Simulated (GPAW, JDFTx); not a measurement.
Given: the input of a run of GPAW 26.7.0 (ASE script) on Li2S. 

run.py

```python
from ase.dft.bandgap import bandgap
from ase.io import read, write
from ase.units import GPa
from gpaw import GPAW, PW, setup_paths

setup_paths.insert(0, '.')

atoms = read('Li2S.xyz')

calc = GPAW(mode=PW(800),
            xc='PBEsol',
            kpts={'size': (8, 8, 8), 'gamma': True},
            occupations={'name': 'methfessel-paxton', 'order': 0, 'width': 0.05},
            nbands=12,
            convergence={'density': 1e-05, 'energy': 1e-05},
            maxiter=150,
            txt='gpaw.txt')
atoms.calc = calc
energy = atoms.get_potential_energy()
forces = atoms.get_forces()
stress = atoms.get_stress()
calc.write('gs.gpw')
write('result.traj', atoms)
print(f'Energy: {energy:.6f} eV')
print('Forces (eV/A):')
print(forces.round(4))
print('Stress (GPa):', (stress / GPa).round(3))
print('Fermi level:', round(calc.get_fermi_level(), 4), 'eV')
print(f'Gap: {bandgap(calc)[0]:.4f} eV, direct: {bandgap(calc, direct=True)[0]:.4f} eV')
```

Contents of Li2S.xyz:

```xyz
3
Lattice="0.0000000000 2.8445000000 2.8445000000 2.8445000000 0.0000000000 2.8445000000 2.8445000000 2.8445000000 0.0000000000" Properties=species:S:1:pos:R:3 pbc="T T T"
S      0.0000000000      0.0000000000      0.0000000000
Li     4.2667500000      4.2667500000      4.2667500000
Li     1.4222500000      1.4222500000      1.4222500000
```

Potentials or basis: PAW data sets generated in the run's folder for this functional, pw.

Command:

```console
$ gpaw-setup -f PBEsol Li S
$ OMP_NUM_THREADS=1 python run.py
```

Q: Translate it to JDFTx 1.7.0 (patched build). Potentials or basis there: PseudoDojo-SR-PBEsol-0.4.1-standard with smoothed tails, cutoff 1007 eV.

A: As run (cutoffs and basis follow the program's own potentials, and thresholds, step limits or extra output files can differ):

Li2S.in

```
lattice \
    0.0000000000     2.8445000000     2.8445000000 \
    2.8445000000     0.0000000000     2.8445000000 \
    2.8445000000     2.8445000000     0.0000000000
latt-scale 1.889726124626 1.889726124626 1.889726124626
coords-type Lattice
ion S      0.0000000000     0.0000000000     0.0000000000 1
ion Li     0.7500000000     0.7500000000     0.7500000000 1
ion Li     0.2500000000     0.2500000000     0.2500000000 1

ion-species pseudo/S.upf
ion-species pseudo/Li.upf
elec-cutoff 37 296
elec-ex-corr gga-PBEsol
kpoint-folding 8 8 8
elec-smearing Gauss 0.00091873305
elec-n-bands 11
electronic-SCF nIterations 100 energyDiffThreshold 1e-09
electronic-minimize nIterations 30 energyDiffThreshold 1e-7
converge-empty-states yes
forces-output-coords Cartesian

dump-name run.$VAR
dump End Ecomponents EigStats BandEigs Kpoints Forces Stress ElecDensity Dtot KEdensity
```

Potentials or basis: PseudoDojo-SR-PBEsol-0.4.1-standard with smoothed tails.

Run with:

```sh
$ jdftx -c 1 -i Li2S.in -o Li2S.out
```

Both were run:

|  | GPAW | JDFTx |
| --- | --- | --- |
| Pressure | -0.6 GPa | -0.8 GPa |

The potentials hold 8 and 12 valence electrons a cell.

Pressure is positive in compression.
